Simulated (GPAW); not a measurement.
# Ga K ELNES/XANES of GaN (P6_3mc) from DFT, part 4 of 4

Aim: the dependence of the Ga K near-edge features of GaN (P6_3mc) on volume.

GPAW 26.7.0; X-ray absorption from dipole matrix elements to empty bands, plane-wave PAW revPBE.

So far. Step 8 (Spectrum with FCH, Ga atom 1): The scaled spectrum changes by 3 % r.m.s. The highest intensity below 24 eV stays at 8.2 eV. Step 10 (Spectrum with FCH, Ga atom 1): Against the first run the r.m.s. difference is 3 %. The highest intensity below 24 eV stays at 8.2 eV.

The database entry behind the starting cell differs from later determinations by our own check (about 0.3 % short, ideal inner coordinate), so it need not match the best structure at ambient conditions.

### Step 12. Spectrum with FCH, Ga atom 1

Shorter bonds are expected to push antibonding states and scattering resonances up, and longer ones down; the cell is scaled to test that.

Changed against the first core-hole run: volume scale from 1 to 1.06.

xas.py reads:

```python
import numpy as np
from ase import Atoms
from ase.parallel import parprint, paropen
from gpaw import GPAW, PW, FermiDirac, Mixer, MixerDif, setup_paths
from gpaw.test import gen
setup_paths.insert(0, '.')
gen('Ga', name='fch1s', xcname='revPBE', corehole=(1, 0, 1), write_xml=True)
from gpaw.mpi import world
world.barrier()

atoms = Atoms('Ga6N6',
    cell=[[0, -5.61594746, 0],
     [4.86355316, -2.80797373, 0],
     [-1.62118439, 2.80797373, 5.26731984]],
    scaled_positions=[[0.83333333, 0.5, 0.5],
     [0.16666667, 0.83333333, 0.5],
     [0.5, 0.16666667, 0.5],
     [0.66666667, 0, 0],
     [0, 0.33333333, 0],
     [0.33333333, 0.66666667, 0],
     [0.95833333, 0.625, 0.875],
     [0.29166667, 0.95833333, 0.875],
     [0.625, 0.29166667, 0.875],
     [0.79166667, 0.125, 0.375],
     [0.125, 0.45833333, 0.375],
     [0.45833333, 0.79166667, 0.375]],
    pbc=True)
atoms.calc = calc = GPAW(legacy_gpaw=True, mode=PW(500, force_complex_dtype=True), xc='revPBE', setups={0: 'fch1s'},
    kpts={'size': (4, 4, 4), 'gamma': True}, occupations=FermiDirac(0.02),
    charge=0, mixer=Mixer(0.1, 5, 50), maxiter=150,
    convergence={'density': 0.0001, 'eigenstates': 1e-6}, txt='scf.txt')
energy = atoms.get_potential_energy() + calc.get_reference_energy()
ef = calc.get_fermi_level()
out = dict(energy=energy, fermi=ef, forces=atoms.get_forces().tolist())
parprint(f'all-electron energy {energy:.4f} eV, Fermi level {ef:.4f} eV')
ev = np.array([[calc.get_eigenvalues(k, s) for k in range(len(calc.get_ibz_k_points()))] for s in range(calc.get_number_of_spins())])
out['homo'], out['lumo'], out['counts'] = ev[ev < ef].max(), ev[ev > ef].min(), sorted(set((ev < ef).sum((0, 2)).tolist()))
out['filled'] = (ev[:, 0] < ef).sum(1).tolist()

from ase.units import Ha
from gpaw.xas import dipole_matrix_elements
nb = int(calc.get_number_of_electrons() / 2) + 89
top, nb = nb, nb + 8 + nb // 12
nscf = calc.fixed_density(kpts={'size': (5, 5, 5), 'gamma': True}, nbands=nb,
    convergence={'bands': top, 'eigenstates': 5e-3}, maxiter=60, txt='nscf.txt')
cell = atoms.cell.array
ops = [cell.T @ U.T @ np.linalg.inv(cell.T) for U in nscf.wfs.kd.symmetry.op_scc]
filled = [24]  # bands filled in the ground state, by spin
E = np.arange(-6, 34, 0.1)
fwhm = np.interp(E, [4, 25], [1.82, 3.5])
Y, X, zero, highest = 0, 0, 1e9, 1e9
for spin in range(nscf.get_number_of_spins()):
    wfs = nscf.wfs
    mine = wfs.bd.get_slice()  # this rank's bands
    A = dipole_matrix_elements(wfs.setups[0])
    eps = np.zeros((wfs.kd.nibzkpts, nb))
    d = np.zeros((3, A.shape[1], wfs.kd.nibzkpts, nb), complex)
    for kpt in wfs.kpt_u:
        if kpt.s == spin and 0 in kpt.P_ani:
            eps[kpt.k, mine] = kpt.eps_n * Ha
            d[:, :, kpt.k, mine] = (kpt.weight * wfs.nspins / 2) ** 0.5 * np.inner(A, kpt.P_ani[0])
    world.sum(eps)
    world.sum(d)
    T = np.einsum('amkn,bmkn->abkn', d, d.conj()).real
    T = sum(np.einsum('ai,ijkn,bj->abkn', R, T, R) for R in ops) / len(ops)
    empty = np.ones_like(eps, bool) & (np.arange(nb) >= filled[spin])
    zero, highest = min(zero, eps[empty].min()), min(highest, eps[:, top - 1].min())
    lines = [(eps, T, empty)] if spin == 0 else lines + [(eps, T, empty)]
for eps, T, empty in lines:
    f = np.einsum('aakn->akn', T).reshape(3, -1)
    x = eps.ravel() - zero
    w = np.interp(x, E, fwhm) / 2.35482
    g = np.exp(-0.5 * ((E[:, None] - x) / w) ** 2) / (w * (2 * np.pi) ** 0.5)
    Y = Y + (f * empty.ravel()) @ g.T
    X = X + (f * ~empty.ravel()) @ g.T
out.update(E=E.round(2).tolist(), xas=Y.tolist(), xes=X.tolist(), zero=zero, valid=highest - zero, nk=len(eps), nb=nb)
for i in range(0, len(E), 10):
    parprint(f'{E[i]:7.2f}', *(f'{v:10.3e}' for v in Y[:, i]))
import json
with paropen('out.json', 'w') as f:
    json.dump(out, f)
```

Command:

```bash
> OMP_NUM_THREADS=1 mpirun -n 4 gpaw python xas.py
```

Numbers of over 12 decimals in the logs are rounded to 6 here.

Output:

```text
Input parameters:
  convergence: {density: 0.0001,
                eigenstates: 1e-06}
  kpts: {gamma: True,
         size: (4, 4, 4)}
  maxiter: 150
  mixer: {backend: pulay,
          beta: 0.1,
          method: separate,
          nmaxold: 5,
          weight: 50}
  mode: {ecut: 500.0,
         force_complex_dtype: True,
         name: pw}
  occupations: {fixmagmom: False,
                name: fermi-dirac,
[...]
*p    :     0.587383
*d    :     0.000000
--------------------------------

Diagonalizing with gridspacing h=0.050

state   all-electron     PAW
-------------------------------
4s:      -0.716397    -0.716622
4p:      -0.412617    -0.412811
*d:                   -0.113185
*f:                   -0.025350
-------------------------------
all-electron energy -315903.9909 eV, Fermi level 6.6657 eV
[...]
32.00  1.073e-07  1.074e-07  7.735e-08
  33.00  9.351e-08  9.374e-08  7.505e-08
[key lines of the parts left out:]
Converged after 17 iterations.
Dipole moment: (3.442054, -6.432952, 3.813084) |e|*Ang
Free energy:    -81.448553
Fermi level: 6.66566
```

The job ended after 2.5 min (4 MPI ranks of Intel Xeon Platinum 8259CL at 2.50GHz (Skylake/Cascade Lake), shared host; peak memory 0.48 GiB; 10 min of CPU time).

| E (eV) | first run | this run |
| --- | --- | --- |
| -2.0 | 0.00 | 0.00 |
| -1.0 | 0.00 | 0.00 |
| 0.0 | 0.00 | 0.00 |
| 1.0 | 0.06 | 0.04 |
| 2.0 | 0.38 | 0.28 |
| 3.0 | 1.01 | 0.90 |
| 4.0 | 1.27 | 1.30 |
| 5.0 | 1.18 | 1.27 |
| 6.0 | 1.35 | 1.45 |
| 7.0 | 1.67 | 1.72 |
| 8.0 | 2.08 | 2.10 |
| 9.0 | 1.74 | 1.77 |
| 10.0 | 1.17 | 1.18 |
| 11.0 | 1.05 | 1.01 |
| 12.0 | 0.98 | 0.87 |
| 13.0 | 0.73 | 0.65 |
| 14.0 | 0.57 | 0.55 |
| 15.0 | 0.59 | 0.61 |
| 16.0 | 0.72 | 0.76 |
| 17.0 | 0.86 | 0.92 |
| 18.0 | 0.97 | 1.01 |
| 19.0 | 1.02 | 1.02 |
| 20.0 | 0.98 | 0.94 |
| 21.0 | 0.91 | 0.85 |
| 22.0 | 0.84 | 0.78 |
| 23.0 | 0.78 | 0.73 |
| 24.0 | 0.76 | 0.72 |
| 25.0 | 0.78 | 0.75 |
| 26.0 | 0.82 | 0.78 |
| 27.0 | 0.85 | 0.79 |
| 28.0 | 0.83 | 0.77 |

Against the first run the r.m.s. difference is 6 %. The highest intensity below 24 eV stays at 8.2 eV.

The photon energy of the zero moves by -0.26 eV.

### Step 13. The volumes side by side

```csv
volume,nearest distance (Å),shift of the zero (eV),maximum 1 (eV above own zero),maximum 2 (eV above own zero),maximum 3 (eV above own zero)
0.94,1.898,+0.27,3.6,8.2,19.8
0.97,1.918,+0.13,3.8,8.2,19.4
1,1.937,+0.00,3.8,8.2,19.0
1.03,1.956,-0.13,4.0,8.2,18.8
1.06,1.975,-0.26,4.2,8.2,18.6
```

The curves, each shifted by its zero's change so that they share one photon-energy axis, counted from the zero at V × 1:

```
E (eV)  V × 0.94  V × 0.97  V × 1  V × 1.03  V × 1.06
  -2.0      0.00      0.00   0.00      0.00      0.00
  -1.0      0.00      0.00   0.00      0.00      0.00
   0.0      0.00      0.00   0.00      0.01      0.01
   1.0      0.05      0.06   0.06      0.07      0.07
   2.0      0.36      0.37   0.38      0.40      0.41
   3.0      0.97      0.99   1.01      1.03      1.06
   4.0      1.23      1.25   1.27      1.29      1.30
   5.0      1.09      1.13   1.18      1.24      1.30
   6.0      1.21      1.28   1.35      1.43      1.50
   7.0      1.50      1.58   1.67      1.75      1.83
   8.0      1.99      2.04   2.08      2.10      2.10
   9.0      1.88      1.82   1.74      1.67      1.59
  10.0      1.27      1.21   1.17      1.14      1.10
  11.0      1.06      1.06   1.05      1.03      0.99
  12.0      1.10      1.04   0.98      0.90      0.81
  13.0      0.92      0.82   0.73      0.66      0.61
  14.0      0.67      0.61   0.57      0.56      0.56
  15.0      0.57      0.58   0.59      0.61      0.65
  16.0      0.65      0.68   0.72      0.76      0.81
  17.0      0.78      0.82   0.86      0.90      0.95
  18.0      0.88      0.92   0.97      1.00      1.02
  19.0      0.96      1.00   1.02      1.02      1.00
  20.0      1.00      1.00   0.98      0.95      0.91
  21.0      0.97      0.94   0.91      0.87      0.83
  22.0      0.92      0.88   0.84      0.80      0.77
  23.0      0.86      0.82   0.78      0.75      0.72
  24.0      0.81      0.78   0.76      0.74      0.73
  25.0      0.80      0.79   0.78      0.77      0.76
  26.0      0.84      0.84   0.82      0.81      0.79
  27.0      0.90      0.88   0.85      0.82      0.79
```

### Step 14. Outcome

- absorber and edge: Ga K, atom 1 of the ground-state input (counted from 1)
- surroundings: 1 N at 1.94 Å and 3 N at 1.95 Å (tetrahedral, site symmetry 3m)
- highest intensity below 24 eV: 8.2 eV above the zero, height 2.09

**Reading.** From V × 0.94 to V × 1.06 the nearest distance grows by 0.078 Å and the zero moves by -0.53 eV. Above their own zero, the maxima move from 3.6 to 4.2 eV, from 8.2 to 8.2 eV and from 19.8 to 18.6 eV. The one highest in energy moves most, in the direction that the rule ΔE·R² ≈ constant for scattering resonances gives. The Ga K edge of atom 1, with 1 N at 1.94 Å and 3 N at 1.95 Å (tetrahedral, site symmetry 3m), has its highest intensity of the first 24 eV at 8.2 eV above the zero, 2.1 times the mean level of the first 20 eV (Gaussian full width 1.82 eV up to 4 eV, rising linearly to 3.5 eV at 25 eV). At the Ga K edge of atom 1 polarisation matters most near 8.8 eV, where the curves differ by 1.2 on this scale. The script folds with a Gaussian, whereas the core hole's own line is a Lorentzian, so the onset is too steep and the first peak too high. The holes are only 5.5 Å apart, so the shape is probably not converged with cell size; no larger cell was run here. The structure is a published determination, not relaxed.

[Banner, clock and machine lines of the logs are left out without a mark of their own.]

[Logs are printed without paths, hosts, clocks, repeated set-up lines and the standing remarks that a program may print on its own settings, such as how far it seeks lower states.]

[Hosts, paths, dates, database ids (printed as entryN), source tags and the programs' standing remarks are cut or masked in the printed files.]

[Lists of maxima count a maximum above −3 eV only where it reaches 4 % of the highest in the window and stands out from its surroundings by 2 % of it (1.5 % where it reaches 55 %); shoulders and weaker maxima are passed over, and of the rest the first, up to two pre-edge ones and the few strongest are named.]
